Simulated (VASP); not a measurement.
# TiTe2 (P-3m1) in VASP: notebook

Runs on TiTe2. Level: HSE06. Tasks: single point.

Everything below comes from runs of VASP 6.6.1. Logs are shortened: lines on timing, memory, paths and dates and some standing lists are left out, and cuts for length are marked.

**1. The structure**

It takes space group P-3m1 (No. 164, trigonal). Conventional cell: a = 3.777 Å, b = 3.777 Å, c = 6.498 Å, α = 90.00°, β = 90.00°, γ = 120.00°. Around Te (site symmetry 3m) lie 3 Ti at 2.77 Å. Ti (site symmetry -3m) has 6 Te at 2.77 Å as nearest neighbours.

**2. Single point, HSE06**

The input, POSCAR:

```
TiTe2
1.0
    3.7770000000      0.0000000000      0.0000000000
   -1.8885000000      3.2709779501      0.0000000000
    0.0000000000      0.0000000000      6.4980000000
Te Ti
2 1
Direct
    0.3333333333      0.6666666667      0.7372000000
    0.6666666667      0.3333333333      0.2628000000
    0.0000000000      0.0000000000      0.0000000000
```

The input, INCAR.step1:

```
SYSTEM = TiTe2
PREC = Accurate
ENCUT = 250
EDIFF = 1E-5
ISMEAR = 0
SIGMA = 0.01
LREAL = .False.
LASPH = .True.
NELM = 100
ALGO = Normal
ISIF = 2
LWAVE = .True.
LCHARG = .False.
NBANDS = 20
NKRED = 1
GGA = PE
```

The input, INCAR.step2:

```
SYSTEM = TiTe2
PREC = Accurate
ENCUT = 250
EDIFF = 1E-6
ISMEAR = 0
SIGMA = 0.01
LREAL = .False.
LASPH = .True.
NELM = 100
ALGO = Normal
ISIF = 2
LWAVE = .False.
LCHARG = .False.
GGA = PE
LHFCALC = .True.
HFSCREEN = 0.2
PRECFOCK = Fast
NBANDS = 20
NKRED = 1
ISTART = 1
```

The input, KPOINTS:

```
regular mesh
0
Gamma
  3 3 2
  0 0 0
```

Potentials or basis: VASP PAW PBE potentials, release 64 (Te, Ti_sv).

Command:

```bash
cat potpaw_PBE.64/Te/POTCAR potpaw_PBE.64/Ti_sv/POTCAR > POTCAR
cp INCAR.step1 INCAR
mpirun -np 1 vasp_std > vasp.out
cp INCAR.step2 INCAR
mpirun -np 1 vasp_std > vasp.out
```

OUTCAR:

```text
SYSTEM = TiTe2
   PREC = Accurate
   ENCUT = 250
   EDIFF = 1E-6
   ISMEAR = 0
   LREAL = .False.
   LASPH = .True.
   NELM = 100
   ISIF = 2
   GGA = PE
   LHFCALC = .True.
   HFSCREEN = 0.2
   PRECFOCK = Fast
   NKRED = 1
   ISTART = 1

 Found      6 irreducible k-points:

 Following reciprocal coordinates:
            Coordinates               Weight
  0.000000  0.000000  0.000000      1.000000
  0.333333  0.000000  0.000000      6.000000
  0.333333  0.333333  0.000000      2.000000
  0.000000  0.000000  0.500000      1.000000
  0.333333  0.000000  0.500000      6.000000
  0.333333  0.333333  0.500000      2.000000
   k-points           NKPTS =      6   k-points in BZ     NKDIM =     18   number of bands    NBANDS=     20
   number of dos      NEDOS =    301   number of ions     NIONS =      3
   total plane-waves  NPLWV =  14400
   dimension x,y,z NGX =    20 NGY =   20 NGZ =   36
   dimension x,y,z NGXF=    40 NGYF=   40 NGZF=   72
   ions per type =               2   1
   NGX,Y,Z   is equivalent  to a cutoff of   8.80,  8.80,  9.21 a.u.
   NGXF,Y,Z  is equivalent  to a cutoff of  17.61, 17.61, 18.42 a.u.
 SYSTEM =  TiTe2
   PREC   = accura    normal or accurate (medium, high low for compatibility)
   ISTART =      1    job   : 0-new  1-cont  2-samecut
   ICHARG =      0    charge: 1-file 2-atom 10-const
   ISPIN  =      1    spin polarized calculation?
   LNONCOLLINEAR =      F non collinear calculations
   LSORBIT =      F    spin-orbit coupling
   LASPH  =      T    aspherical Exc in radial PAW
   ENCUT  =  250.0 eV  18.37 Ry    4.29 a.u.   4.87  4.87  8.38*2*pi/ulx,y,z
   NELM   =    100;   NELMIN=  2; NELMDL=  0     # of ELM steps
   EDIFF  = 0.1E-05   stopping-criterion for ELM
   LREAL  =      F    real-space projection
   EDIFFG = 0.1E-04   stopping-criterion for IOM
   NSW    =      0    number of steps for IOM
   IBRION =     -1    ionic relax: 0-MD 1-quasi-New 2-CG
   NFREE  =      0    steps in history (QN), initial steepest desc. (CG)
   ISIF   =      2    stress and relaxation
   ISYM   =      3    0-nonsym 1-usesym 2-fastsym
   POTIM  = 0.5000    time-step for ionic-motion
   TEBEG  =    0.0;   TEEND  =   0.0 temperature during run
   PSTRESS=    0.0 pullay stress
   NELECT =      24.0000    total number of electrons
   NUPDOWN=      -1.0000    fix difference up-down
   EMIN   =  10.00;   EMAX   =-10.00  energy-range for DOS
   EFERMI =   0.00;   METHOD = LEGACY
   ISMEAR =     0;   SIGMA  =   0.01  broadening in eV -4-tet -1-fermi 0-gaus
   EFERMI_NEDOS =   21; number of points for ismear=-14 and -15
   IALGO  =     38    algorithm
   IMIX   =      1    mixing-type and parameters
     AMIX     =   0.40;   BMIX     =  1.00
     AMIX_MAG =   1.60;   BMIX_MAG =  1.00
  volume/ion in A,a.u.               =      26.76       180.58
  Fermi-wavevector in a.u.,A,eV,Ry     =   1.094655  2.068597 16.303438  1.198269
  Thomas-Fermi vector in A             =   2.230964
   LORBIT       =      0    0 simple, 1 ext, 2 COOP (PROOUT), +10 PAW based schemes
   GGA     = PE    functional components
   LHFCALC =     T    Hartree Fock is set to
   PRECFOCK=fast      Normal, Fast or Accurate (Low or Medium for compatibility)
   ENCUT4O =  -1.0   cutoff for four orbital integrals eV
   NKREDX  =     1    reduce k-point grid by
   NKREDY  =     1    reduce k-point grid by
   NKREDZ  =     1    reduce k-point grid by
   AEXX    =    0.2500 exact exchange contribution
   HFSCREEN=    0.2000 screening length (either q_TF or 0.3 A-1)
   HFSCREENC=   0.2000 screening length for correlation (either q_TF or 0.3 A-1)
   ENCUTFOCK=  -1.0 apply spherical cutoff to Coloumb kernel
   IVDW    =     0    specifies the selected vdW correction
   LEPSILON=     F    determine dielectric tensor
   LRPA    =     F    only Hartree local field effects (RPA)
 non-spin polarized calculation
 Gauss-broadening in eV      SIGMA  =   0.01
  energy-cutoff  :      250.00
  volume of cell :       80.28
 maximum number of plane-waves:       735
 NGX is ok and might be reduce to    20
  NGX = 12; NGY = 12; NGZ = 20

 number of electron      23.9999978 magnetization

 Free energy of the ion-electron system (eV)
  ---------------------------------------------------
  ext. energy  EPLUGINS =         0.00000000
  ---------------------------------------------------
  free energy    TOTEN  =       -19.58015455 eV

  energy without entropy =      -19.57897674  energy(sigma->0) =      -19.57956565

 E-fermi :   7.0952     XC(G=0):  -8.1847

 val. band max:        7.0884061260   @ k =   0.3333   0.0000   0.5000
 cond. band min:       7.2077937768   @ k =   0.3333   0.0000   0.0000
 fundamental gap:      0.1193876509
 Fermi energy:         7.0952468295

 k-point     1 :       0.0000    0.0000    0.0000
  band No.  band energies     occupation
      1     -55.6429      2.00000
      2     -30.3105      2.00000
      3     -30.2474      2.00000
      4     -30.2472      2.00000
      5      -7.1889      2.00000
      6      -5.4928      2.00000
      7       0.6396      2.00000
      8       4.5945      2.00000
      9       4.5945      2.00000
     10       7.2254      0.00000
     11       7.6485      0.00000
     12       7.6485      0.00000
     13       7.6719      0.00000
     14       7.8123      0.00000
     15       7.8123      0.00000
     16      10.3411      0.00000
     17      10.3412      0.00000
     18      12.2210      0.00000
     19      13.0870      0.00000
     20      15.0223      0.00000

 k-point     2 :       0.3333    0.0000    0.0000
  band No.  band energies     occupation
      1     -55.6388      2.00000
      2     -30.3039      2.00000
      3     -30.2919      2.00000
      4     -30.2581      2.00000
      5      -5.9753      2.00000
      6      -4.9927      2.00000
      7       2.0477      2.00000
      8       2.2202      2.00000
      9       2.9564      2.00000
     10       4.5454      2.00000
     11       5.0934      2.00000
     12       5.4555      2.00000
     13       7.2078      0.00000
     14       8.6351      0.00000
     15       8.8623      0.00000
     16      10.1502      0.00000
     17      10.5322      0.00000
     18      12.8250      0.00000
     19      13.0812      0.00000
     20      13.6533      0.00000

 k-point     3 :       0.3333    0.3333    0.0000
  band No.  band energies     occupation
      1     -55.6374      2.00000
      2     -30.3009      2.00000
      3     -30.2890      2.00000
      4     -30.2888      2.00000
      5      -4.8903      2.00000
      6      -4.8903      2.00000
      7       1.7249      2.00000
      8       2.3689      2.00000
      9       2.3689      2.00000
     10       3.7316      2.00000
     11       3.8342      2.00000
     12       3.8342      2.00000
     13       8.4692      0.00000
     14       8.9000      0.00000
     15       8.9002      0.00000
     16       9.2433      0.00000
     17       9.2434      0.00000
     18      11.1524      0.00000
     19      15.6104      0.00000
     20      15.6104      0.00000

 k-point     4 :       0.0000    0.0000    0.5000
  band No.  band energies     occupation
      1     -55.6427      2.00000
      2     -30.3102      2.00000
      3     -30.2473      2.00000
      4     -30.2471      2.00000
      5      -6.6241      2.00000
      6      -6.3515      2.00000
      7       2.8858      2.00000
      8       3.5746      2.00000
      9       4.6746      2.00000
     10       4.6746      2.00000
     11       7.4739      0.00000
     12       7.4739      0.00000
     13       7.6316      0.00000
     14       7.6316      0.00000
     15       8.3861      0.00000
     16      10.8256      0.00000
     17      10.8256      0.00000
     18      12.6795      0.00000
     19      14.2238      0.00000
     20      14.8822      0.00000

 k-point     5 :       0.3333    0.0000    0.5000
  band No.  band energies     occupation
      1     -55.6389      2.00000
      2     -30.3030      2.00000
      3     -30.2915      2.00000
      4     -30.2580      2.00000
      5      -5.5904      2.00000
      6      -5.4593      2.00000
      7       1.8287      2.00000
      8       2.0998      2.00000
      9       3.9708      2.00000
     10       4.3688      2.00000
     11       4.8835      2.00000
     12       5.7810      2.00000
     13       7.0884      1.66667
     14       8.7608      0.00000
     15       8.9115      0.00000
     16       9.8374      0.00000
     17       9.9222      0.00000
     18      12.0821      0.00000
     19      12.5568      0.00000
     20      13.8972      0.00000

 k-point     6 :       0.3333    0.3333    0.5000
  band No.  band energies     occupation
      1     -55.6368      2.00000
      2     -30.3000      2.00000
      3     -30.2887      2.00000
      4     -30.2885      2.00000
      5      -4.8806      2.00000
      6      -4.8806      2.00000
      7       1.9262      2.00000
      8       1.9262      2.00000
      9       2.3084      2.00000
     10       2.8281      2.00000
     11       4.5274      2.00000
     12       4.5274      2.00000
     13       8.3927      0.00000
     14       8.3928      0.00000
     15       8.4773      0.00000
     16      10.2565      0.00000
     17      10.2565      0.00000
     18      12.9724      0.00000
     19      12.9724      0.00000
     20      13.5577      0.00000

------------------------ aborting loop because EDIFF is reached ----------------------------------------

  FORCE on cell =-STRESS in cart. coord.  units (eV):
  Direction    XX          YY          ZZ          XY          YZ          ZX
  --------------------------------------------------------------------------------------
  -------------------------------------------------------------------------------------
  Total       -0.9898378     -0.9898378     -0.8532085      0.0000000      0.0000000      0.0000000
  in kB      -19.7546934    -19.7546934    -17.0279137      0.0000000      0.0000000      0.0000000
  external PRESSURE =     -18.8457669 kB  Pullay stress =       0.0000000 kB

 VOLUME and BASIS-vectors are now :
 -----------------------------------------------------------------------------
  energy-cutoff  :      250.00
  volume of cell :       80.28
      direct lattice vectors                 reciprocal lattice vectors
     3.777000000  0.000000000  0.000000000     0.264760392  0.152859484  0.000000000
    -1.888500000  3.270977950  0.000000000     0.000000000  0.305718967  0.000000000
     0.000000000  0.000000000  6.498000000     0.000000000  0.000000000  0.153893506

 POSITION                                       TOTAL-FORCE (eV/Angst)
 -----------------------------------------------------------------------------------
     -0.00000      2.18065      4.79033        -0.000000     -0.000000      0.380601
      1.88850      1.09033      1.70767         0.000000      0.000000     -0.380601
      0.00000      0.00000      0.00000        -0.000000      0.000000      0.000000
 -----------------------------------------------------------------------------------
    total drift:                               -0.000001      0.000000     -0.000000

  FREE ENERGIE OF THE ION-ELECTRON SYSTEM (eV)
  ---------------------------------------------------
  free  energy   TOTEN  =       -19.5801545526 eV

  energy  without entropy=      -19.5789767439  energy(sigma->0) =      -19.57956565
```

Wall time 50 s (1 thread of AMD EPYC 9R14 (Zen 4), shared host); peak memory 0.21 GiB.

The run converged, but a check on its numbers failed (symmetry, net force, bounds or a known fault of this set-up), so they aren't taken as properties of the crystal.

Caveat: the k mesh is coarse (spacing up to 0.64 Å⁻¹), so the values aren't converged, least of all with exact exchange; the cutoff lies under the usual one of these potentials, so the numbers hold a large basis-set error; the PAW data sets were made with another functional, which shifts forces and pressure a little; this functional lacks dispersion, which binds the layers, so the pressure and a relaxed spacing across them are unreliable.

**3. Single point, HSE06**

POSCAR is that of step 2.

Changes to INCAR.step1 since step 2:

```diff
@@ -2,3 +2,3 @@
 PREC = Accurate
-ENCUT = 250
+ENCUT = 300
 EDIFF = 1E-5
```

Changes to INCAR.step2 since step 2:

```diff
@@ -2,3 +2,3 @@
 PREC = Accurate
-ENCUT = 250
+ENCUT = 300
 EDIFF = 1E-6
```

KPOINTS is that of step 2.

Potentials or basis: VASP PAW PBE potentials, release 64 (Te, Ti_sv).

Command:

```bash
cat potpaw_PBE.64/Te/POTCAR potpaw_PBE.64/Ti_sv/POTCAR > POTCAR
cp INCAR.step1 INCAR
mpirun -np 1 vasp_std > vasp.out
cp INCAR.step2 INCAR
mpirun -np 1 vasp_std > vasp.out
```

OUTCAR:

```text
SYSTEM = TiTe2
   PREC = Accurate
   ENCUT = 300
   EDIFF = 1E-6
   ISMEAR = 0
   LREAL = .False.
   LASPH = .True.
   NELM = 100
   ISIF = 2
   GGA = PE
   LHFCALC = .True.
   HFSCREEN = 0.2
   PRECFOCK = Fast
   NKRED = 1
   ISTART = 1

 Found      6 irreducible k-points:

 Following reciprocal coordinates:
            Coordinates               Weight
  0.000000  0.000000  0.000000      1.000000
[... 227 lines left out ...]

  FORCE on cell =-STRESS in cart. coord.  units (eV):
  Direction    XX          YY          ZZ          XY          YZ          ZX
  --------------------------------------------------------------------------------------
  -------------------------------------------------------------------------------------
  Total       -0.6387437     -0.6387437     -0.5045129      0.0000000      0.0000000     -0.0000000
  in kB      -12.7477309    -12.7477309    -10.0688193      0.0000000      0.0000000     -0.0000000
  external PRESSURE =     -11.8547604 kB  Pullay stress =       0.0000000 kB

 VOLUME and BASIS-vectors are now :
 -----------------------------------------------------------------------------
  energy-cutoff  :      300.00
  volume of cell :       80.28
      direct lattice vectors                 reciprocal lattice vectors
     3.777000000  0.000000000  0.000000000     0.264760392  0.152859484  0.000000000
    -1.888500000  3.270977950  0.000000000     0.000000000  0.305718967  0.000000000
     0.000000000  0.000000000  6.498000000     0.000000000  0.000000000  0.153893506

 POSITION                                       TOTAL-FORCE (eV/Angst)
 -----------------------------------------------------------------------------------
     -0.00000      2.18065      4.79033         0.000000     -0.000000      0.385888
      1.88850      1.09033      1.70767        -0.000000      0.000000     -0.385888
      0.00000      0.00000      0.00000         0.000000      0.000000      0.000000
 -----------------------------------------------------------------------------------
    total drift:                                0.000000      0.000000      0.000000

  FREE ENERGIE OF THE ION-ELECTRON SYSTEM (eV)
  ---------------------------------------------------
  free  energy   TOTEN  =       -19.5771466805 eV

  energy  without entropy=      -19.5759688719  energy(sigma->0) =      -19.57655778
```

OUTCAR.step1:

```text
SYSTEM = TiTe2
   PREC = Accurate
   ENCUT = 300
   EDIFF = 1E-5
   ISMEAR = 0
   LREAL = .False.
[... 250 lines left out ...]
     -0.00000      2.18065      4.79033        -0.000000      0.000000      0.107624
      1.88850      1.09033      1.70767         0.000000      0.000000     -0.107624
      0.00000      0.00000      0.00000         0.000000      0.000000      0.000000
 -----------------------------------------------------------------------------------
    total drift:                                0.000000     -0.000000     -0.000000

  FREE ENERGIE OF THE ION-ELECTRON SYSTEM (eV)
  ---------------------------------------------------
  free  energy   TOTEN  =       -15.9643653545 eV

  energy  without entropy=      -15.9631875372  energy(sigma->0) =      -15.96377645
```

OSZICAR.step1:

```text
N       E                     dE             d eps       ncg     rms          rms(c)
DAV:   1     0.136668271102E+03    0.13667E+03   -0.80308E+03   240   0.760E+02
DAV:   2    -0.749233272792E+01   -0.14416E+03   -0.13939E+03   268   0.234E+02
DAV:   3    -0.177544156451E+02   -0.10262E+02   -0.10119E+02   336   0.645E+01
DAV:   4    -0.180546529389E+02   -0.30024E+00   -0.29915E+00   308   0.106E+01
DAV:   5    -0.180653242210E+02   -0.10671E-01   -0.10671E-01   312   0.198E+00    0.119E+01
DAV:   6    -0.189294104847E+02   -0.86409E+00   -0.46807E+01   244   0.354E+01    0.162E+01
DAV:   7    -0.161492223720E+02    0.27802E+01   -0.39384E+01   268   0.313E+01    0.555E+00
DAV:   8    -0.159714099663E+02    0.17781E+00   -0.11920E+00   276   0.693E+00    0.173E+00
DAV:   9    -0.159730409591E+02   -0.16310E-02   -0.20250E-01   300   0.291E+00    0.130E+00
DAV:  10    -0.159645499314E+02    0.84910E-02   -0.72520E-02   272   0.214E+00    0.630E-01
DAV:  11    -0.159644485453E+02    0.10139E-03   -0.34427E-03   264   0.478E-01    0.221E-01
DAV:  12    -0.159643813050E+02    0.67240E-04   -0.22874E-04   272   0.950E-02    0.180E-01
DAV:  13    -0.159643691396E+02    0.12165E-04   -0.11958E-04   248   0.528E-02    0.271E-02
DAV:  14    -0.159643653545E+02    0.37851E-05   -0.20621E-05   200   0.235E-02
   1 F= -.15964365E+02 E0= -.15963776E+02  d E =-.117782E-02
```

Wall time 50 s (1 thread of AMD EPYC 9R14 (Zen 4), shared host); peak memory 0.22 GiB.

These settings aren't checked as converged: the numbers below hold their error.

Results:

| Item | Value |
| --- | --- |
| Free energy | -19.5771 eV |
| Largest force | 0.386 eV/Å |
| Band gap on the k mesh | none (metal or under the smearing width) |

Caveat: the k mesh is coarse (spacing up to 0.64 Å⁻¹), so the values aren't converged, least of all with exact exchange; the cutoff is under 1.25 times the usual one of these potentials, so pressure, stress and relaxed cells hold a basis-set (Pulay) error; the PAW data sets were made with another functional, which shifts forces and pressure a little; this functional lacks dispersion, which binds the layers, so the pressure and a relaxed spacing across them are unreliable.

(Part 1 of 2 ends here.)
